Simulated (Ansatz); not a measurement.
Runs of Ansatz 0.2.0 on Mg. The structure is hexagonal, space group P6/mmm (No. 191). The conventional cell has a = 3.050 Å, b = 3.050 Å, c = 3.045 Å, α = 90.00°, β = 90.00°, γ = 120.00°. Mg (site symmetry 6/mmm) is surrounded by 8 Mg at 3.04 to 3.05 Å. This isn't the form of Mg at room conditions, which is hcp.

```csv
task,level,cell,cutoff (eV),smearing,gap on the mesh (eV),pressure (GPa)
single point,RPBE,as given,121,gaussian 0.05 eV,none,(a)
single point,BLYP+D4,as given,122,methfessel-paxton 0.1 eV,none,0.4
single point,LDA,as given,122,gaussian 0.05 eV,none,-0.6
relaxation of cell and atoms,BLYP+D4,relaxed,-,methfessel-paxton 0.2 eV,-,0.0
```

Alike in all rows: potentials or basis all-electron LAPW, scalar-relativistic; no spin polarisation; k mesh 10 × 10 × 9; basis error allowed 0.001 eV/atom.

Estimate the missing entries.

(a) 2.2.

Caveats: pairwise dispersion overbinds metals, which lowers pressure and volume (some runs).

A gap of «none» marks a metal or a gap under the smearing width.

Runs at the PBE level aren't shown here.
